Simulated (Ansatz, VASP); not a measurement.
# Pb in VASP and in Ansatz

```
Pb
1.0
     0.00000    3.46178    3.46178
     3.46178    0.00000    3.46178
     3.46178    3.46178    0.00000
Pb
2
Direct
  0.00000 0.00000 0.00000
  0.25000 0.25000 0.25000
```

Change from the starting cell: volume scaled by 1.02.

Alike in both runs: task single point; functional PBE; k mesh 8 × 8 × 8; occupations fermi-dirac, width 0.05 eV; no spin polarisation.

|  | VASP | Ansatz |
| --- | --- | --- |
| version | VASP 6.6.1 | Ansatz 0.2.0 |
| potentials or method | VASP PAW PBE potentials, release 64 (Pb_d), cutoff 520 eV | all-electron LAPW, scalar-relativistic |

|  | VASP | Ansatz | Ansatz less VASP |
| --- | --- | --- | --- |
| pressure (GPa) | 1.6 | 1.7 | +0.05 |

Ansatz ran all-electron here, so the differences hold the error of VASP's frozen core and of both bases.

The runs have no spin-orbit coupling, so splittings on Pb are missing.
